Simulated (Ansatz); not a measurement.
# A film clamped to a substrate in ZrSi$_{2}$

All numbers below come from Ansatz 0.2.0, DFT PBE, scalar-relativistic, plane waves, PAW. The runs took a 420 eV cutoff, a Γ-centred 14×14×14 mesh and Gaussian smearing (0.15 eV). No spin polarisation. Energies are free energies at this smearing, counted from the undisturbed cell; pressure is positive in compression.

The undisturbed cell (relaxed at this level; it needn't be the usual structure):

```xyz
6
Lattice="1.8526 -7.3940 0.0000 1.8526 7.3940 0.0000 0.0000 0.0000 3.6791" Properties=species:S:1:pos:R:3 pbc="T T T"
Zr    1.8526   -5.8363    2.7593
Zr    1.8526    5.8363    0.9198
Si    1.8526   -0.7852    2.7593
Si    1.8526    0.7852    0.9198
Si    1.8526    3.6924    2.7593
Si    1.8526   -3.6924    0.9198
```

The cell (6 atoms, V0 = 100.79 Å³) is strained by p along both x and y and by q along z, fractional coordinates fixed. τp = (1/V0) ∂E/∂p = (σxx + σyy)(1 + p)(1 + q) and τq = (1/V0) ∂E/∂q = σzz(1 + p)², with tension positive.

```csv
p,q,ΔE (meV/atom),τp (GPa),τq (GPa)
0.000,0.000,0.00,0.02,-0.02
-0.030,0.000,30.04,-19.92,-4.96
0.030,0.000,25.60,15.63,4.24
0.000,-0.030,14.01,-5.04,-9.16
0.000,0.030,12.29,4.21,7.58
```

Get the second derivatives of the energy density.

Central differences give A = ∂τp/∂p = 592 GPa (C11 + C22 + 2 C12), C = ∂τq/∂q = 279 GPa (C33) and the cross term B = ∂τq/∂p = 153 GPa (C13 + C23); ∂τp/∂q = 154 GPa must equal B, and any difference shows higher-order terms. Steps this large leave an error of some per cent of A or C in all of these, which can swamp a small B. The ions are clamped.

A film of this crystal grows with z along the normal on a substrate that imposes p. How does its thickness respond, and what does the misfit cost?

Count p and q from the stress-free cell. A free surface needs τq = 0, so q = −(B/C) p = -0.55 p. The energy density left is (A − B²/C) p²/2 = M p², with the biaxial modulus M = 254 GPa; a misfit of 1 % costs 2.66 meV/atom, against 3.11 meV/atom if the thickness were held.

At p = -0.030 the energies along q are 61.2 (q = -0.030), 41.6 (q = -0.015), 30.0 (q = 0.000), 25.7 (q = 0.015), 28.0 (q = 0.030) meV/atom.

Does the linear rule hold at this misfit?

A parabola through the lowest point and its neighbours has its minimum at q = 0.017, 25.7 meV/atom. With the stress left in the starting cell, τp0 and τq0, linear elasticity gives q = −(τq0 + Bp)/C = 0.017 and E = V0(τp0 p + τq0 q + Ap²/2 + Bpq + Cq²/2)/N = 23.9 meV/atom. The two agree within a tenth in energy.

Forces appear on the atoms along this scan, and letting them relax would lower the energy and soften the response. In a metal these slopes depend on the k mesh and the smearing.

In-plane compression thickens the film, but the response of -0.55 p is far too small to conserve volume, so the cell shrinks under a compressive misfit. Free thickness therefore recovers only a modest part of the elastic energy, lowering the cost of a 1 % misfit from 3.11 to 2.66 meV/atom. This weak transverse coupling probably reflects directional Si–Si and Zr–Si bonding, which resists changes in bond angle as well as in length.

Compression costs more than equal extension along both strain paths, as expected when shortened bonds meet steeply rising overlap repulsion. The same anharmonicity explains why linear elasticity underestimates the energy of the compressed film, at 23.9 against 25.7 meV/atom, although it places the optimum thickness correctly. That agreement supports the linear thickness rule at this compression, but doesn't test it under tension. Because A combines the stiffnesses along two inequivalent in-plane axes, the cost of a substrate that strains them unequally remains undetermined.
